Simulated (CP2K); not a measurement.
Crystal: MgS (Niningerite).

```
S Mg
1.0
     3.67929    0.00000    0.00000
     1.83964    3.18636    0.00000
     1.83964    1.06212    3.00413
S Mg
1 1
Direct
  0.50000 0.50000 0.50000
  0.00000 0.00000 0.00000
```

Base run:

* Program: CP2K 2026.2
* Functional: PBEsol
* Potentials or basis: POTENTIAL_UZH S GTH-PBE-q6, Mg GTH-PBE-q10; TZVP-MOLOPT-PBE-GTH basis
* Density cutoff: 19048 eV
* k mesh: 9 × 9 × 9
* Occupations: fermi-dirac, width 0.05 eV
* Spin: no spin polarisation

Its results: band gap on the k mesh 2.73 eV, indirect (least direct gap 3.51 eV); pressure 1.1 GPa.

The run is repeated on the same cell with these changes: functional from PBEsol to SCAN. What comes out?

Band gap on the k mesh 3.49 eV, indirect (least direct gap 4.43 eV); pressure 0.8 GPa.

SCAN gives the wider gap, since meta-GGAs in the generalised Kohn-Sham scheme recover part of the derivative discontinuity.

Caveats: the potentials were made for another functional, which shifts forces and pressure; the mesh misses the band edges, which the band path finds closer together; the basis of atomic orbitals isn't converged, which shifts pressures, moduli and gaps.
